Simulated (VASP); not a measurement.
# Dielectric function of GaP, part 3 of 3

What does the band structure of GaP give for its optical response? The cell is of the zinc-blende type, one of the forms listed for this formula. The start is a cell from a database of measured crystal structures.

VASP 6.6.1, plane waves and PAW; the level of theory is named at each step.

So far, gap on the k-mesh (eV): step 2 (ground state) 1.59; step 3 (spectrum) 1.60; step 4 (static response with local fields) 1.60. Also mean electronic dielectric tensor with local fields: step 4 10.5.

### 5. Spectrum at r2SCAN

This step: r2SCAN; plane waves and PAW (Ga_d, P) (VASP 6.6.1).

The spectrum is made again with r2SCAN.

Contents of INCAR:

```
SYSTEM = GaP
PREC = Accurate
ENCUT = 400
EDIFF = 1E-07
NELM = 100
ISMEAR = 0
SIGMA = 0.05
LREAL = .FALSE.
ALGO = Normal
METAGGA = R2SCAN
LASPH = .TRUE.
NBANDS = 28
LWAVE = .FALSE.
LCHARG = .FALSE.
KPAR = 4
LOPTICS = .TRUE.
NEDOS = 2000
CSHIFT = 0.2
```

Contents of POSCAR:

```
GaP
1.0
    0.0000000000      2.7252500000      2.7252500000
    2.7252500000      0.0000000000      2.7252500000
    2.7252500000      2.7252500000      0.0000000000
Ga P
1 1
Direct
    0.0000000000      0.0000000000      0.0000000000
    0.7500000000      0.7500000000      0.7500000000
```

Contents of KPOINTS:

```
Automatic mesh
0
Gamma
11 11 11
0 0 0
```

Potentials, in the order of the species: Ga_d and P (PBE family, release 64).

Run with:

```sh
$ mpirun -np 4 vasp_std
```

The log of the run:

```text
[banner, memory and clock lines left out]
running    4 mpi-ranks, on    1 nodes
 distrk:  each k-point on    1 cores,    4 groups
 distr:  one band on    1 cores,    1 groups

 POSCAR found type information on POSCAR GaP
 POSCAR found :  2 types and       2 ions
|                                                                             |
|               ----> ADVICE to this user running VASP <----                  |
|                                                                             |
|     You enforced a specific xc type in the INCAR file but a different       |
|     [... a line on the potential file left out ...]
|     I HOPE YOU KNOW WHAT YOU ARE DOING!                                     |
|                                                                             |

 LDA part: xc-table for (None), standard interpolation
 POSCAR, INCAR and KPOINTS ok, starting setup
 FFT: planning ... GRIDC
 FFT: planning ... GRID_SOFT
 FFT: planning ... GRID
 WAVECAR not read
 entering main loop
       N       E                     dE             d eps       ncg     rms          rms(c)
DAV:   1     0.905114404633E+02    0.90511E+02   -0.66344E+03  3916   0.818E+02
DAV:   2    -0.123687410758E+02   -0.10288E+03   -0.92763E+02  3444   0.256E+02
DAV:   3    -0.235415026998E+02   -0.11173E+02   -0.11033E+02  3832   0.530E+01
DAV:   4    -0.237399461848E+02   -0.19844E+00   -0.19832E+00  3680   0.743E+00
DAV:   5    -0.237414916190E+02   -0.15454E-02   -0.15453E-02  3792   0.660E-01    0.482E+00
DAV:   6    -0.214670629046E+02    0.22744E+01   -0.32533E-01  3436   0.819E+00    0.315E+00
DAV:   7    -0.214581962620E+02    0.88666E-02   -0.13883E-01  3576   0.219E+00    0.162E+00
DAV:   8    -0.214624751883E+02   -0.42789E-02   -0.73973E-03  3732   0.426E-01    0.598E-01
DAV:   9    -0.214626367645E+02   -0.16158E-03   -0.11015E-03  3696   0.257E-01    0.602E-02
DAV:  10    -0.214626329178E+02    0.38467E-05   -0.10445E-04  3544   0.462E-02    0.381E-02
DAV:  11    -0.214626256891E+02    0.72287E-05   -0.10521E-05  3536   0.148E-02    0.877E-03
DAV:  12    -0.214626267420E+02   -0.10529E-05   -0.86094E-07  3964   0.647E-03    0.167E-03
DAV:  13    -0.214626286827E+02   -0.19407E-05   -0.87317E-08  3412   0.145E-03    0.792E-04
DAV:  14    -0.214626293595E+02   -0.67688E-06   -0.41985E-09  2128   0.424E-04    0.440E-04
DAV:  15    -0.214626293410E+02    0.18569E-07   -0.72264E-10  1968   0.215E-04
   1 F= -.21462629E+02 E0= -.21462629E+02  d E =-.399335E-12
 optical routines
 imaginary and real dielectric function
 direction            1
 direction            2
 direction            3
```

Elapsed: 43 s, on 4 MPI ranks of AMD EPYC 9R45, shared host; peak memory 0.77 GiB; 2.8 min of CPU time.

Parts of OUTCAR (step 5):

```text
   NELECT =      18.0000    total number of electrons

 E-fermi :   4.6780

 k-point     1 :       0.0000    0.0000    0.0000
  band No.  band energies     occupation
    ...
      5     -10.4120      2.00000
      6      -8.5608      2.00000
      7       4.4607      2.00000
      8       4.4607      2.00000
      9       4.4607      2.00000
     10       6.8049      0.00000
     11       8.6520      0.00000
     12       8.6522      0.00000
     13       8.6522      0.00000
     14      13.9240      0.00000
    ...

  Total       -0.0582719     -0.0582719     -0.0582719     -0.0000000      0.0000000      0.0000000
  in kB       -2.3063264     -2.3063264     -2.3063264     -0.0000000      0.0000000      0.0000000
  external PRESSURE =      -2.3063264 kB  Pullay stress =       0.0000000 kB

 POSITION                                       TOTAL-FORCE (eV/Angst)
 -----------------------------------------------------------------------------------
      0.00000      0.00000      0.00000        -0.000000     -0.000000     -0.000000
      4.08788      4.08788      4.08788         0.000000      0.000000      0.000000
 -----------------------------------------------------------------------------------
    total drift:                                0.000003      0.000003      0.000003

  FREE ENERGIE OF THE ION-ELECTRON SYSTEM (eV)
  ---------------------------------------------------
  free  energy   TOTEN  =       -21.4626293410 eV

  energy  without entropy=      -21.4626293410  energy(sigma->0) =      -21.46262934

 plasma frequency squared (from intraband transitions) (eV^2)
  --------------------------------------------------------------------------------------
       0.000      -0.000       0.000
       0.000       0.000      -0.000
       0.000       0.000       0.000

[... 8 parts as in an earlier step ...]

[... 8 further parts left out ...]
```

The PAW data sets were made with PBE, which is usual practice but a small mismatch for other functionals.

Numbers from this step:

| Property | Result |
| --- | --- |
| free energy (TOTEN) | -21.46 eV |
| Fermi energy | 4.678 eV |
| pressure | -0.2306 GPa |
| gap on the k-mesh | 1.867 eV |
| least direct gap on the k-mesh | 2.344 eV |

The imaginary dielectric function, xx has structure finer than the step of the table below, so its rows give means over 0.5 eV, whole bins alone (the curve runs from 0 to 25.0 eV). Peaks (eV: height): 4.81: 24.7, 5.63: 17.1.

Absorption under the direct gap is the tail of the CSHIFT broadening, and fine structure depends on the mesh. Table of imaginary dielectric function, xx by photon energy; means over each step:

```csv
photon energy (eV),"imaginary dielectric function, xx"
0.5,0.0850
1.0,0.189
1.5,0.349
2.0,0.727
2.5,1.67
3.0,5.57
3.5,8.58
4.0,12.2
4.5,18.7
5.0,18.7
5.5,15.2
6.0,12.9
6.5,7.54
7.0,6.12
7.5,4.97
8.0,3.71
8.5,3.01
9.0,2.52
9.5,1.98
10.0,1.99
10.5,1.51
11.0,1.29
11.5,1.04
12.0,0.801
12.5,0.777
13.0,0.598
13.5,0.548
14.0,0.470
14.5,0.385
15.0,0.322
15.5,0.310
16.0,0.297
16.5,0.244
17.0,0.221
17.5,0.231
18.0,0.238
18.5,0.262
19.0,0.222
19.5,0.235
20.0,0.223
20.5,0.191
21.0,0.206
21.5,0.185
22.0,0.153
22.5,0.139
23.0,0.124
23.5,0.124
24.0,0.119
24.5,0.120
```

The real dielectric function, xx by photon energy:

```csv
photon energy (eV),"real dielectric function, xx"
0.0,9.59
0.5,9.69
1.0,10.0
1.5,10.7
2.0,11.8
2.5,13.5
3.0,16.3
3.5,14.1
4.0,14.7
4.5,13.5
5.0,-3.11
5.5,1.20
6.0,-5.86
6.5,-5.99
7.0,-4.35
7.5,-4.00
8.0,-3.83
8.5,-2.96
9.0,-2.86
9.5,-2.30
10.0,-2.10
10.5,-2.02
11.0,-1.68
11.5,-1.64
12.0,-1.19
12.5,-1.07
13.0,-0.942
13.5,-0.728
14.0,-0.643
14.5,-0.502
15.0,-0.357
15.5,-0.242
16.0,-0.185
16.5,-0.0889
17.0,0.0180
17.5,0.0857
18.0,0.164
18.5,0.180
19.0,0.216
19.5,0.265
20.0,0.273
20.5,0.307
21.0,0.357
21.5,0.324
22.0,0.383
22.5,0.400
23.0,0.440
23.5,0.468
24.0,0.503
24.5,0.513
```

### 6. Results

```yaml
pbe_independent_particles: eps xx at zero frequency 11.0, centre of weight of eps2 xx, over the range kept, at 5.68 eV, mesh 11×11×11
r2scan_independent_particles: eps xx at zero frequency 9.59, centre of weight of eps2 xx, over the range kept, at 6.18 eV, mesh 11×11×11
pbe_with_local_fields: eps 10.5, 10.5, 10.5
```

Local fields, and the bands above those summed, take the mean static value from 11.0 to 10.5. Excitons and quasiparticle shifts are absent, so the onset can't be set against measurement and its shape can differ. Spin-orbit coupling is left out; with Ga in the cell it can split or shift band edges, by an amount that depends on which atoms form them and isn't tested here.

[Lines on the potential files, build, host, timing and source positions are cut from VASP's logs without a mark.]

[Logs are printed without paths, hosts, clocks, repeated set-up lines and the standing remarks that a program may print on its own settings, such as how far it seeks lower states.]

[Hosts, paths, dates, database ids (printed as entryN), source tags and the programs' standing remarks are cut or masked in the printed files.]
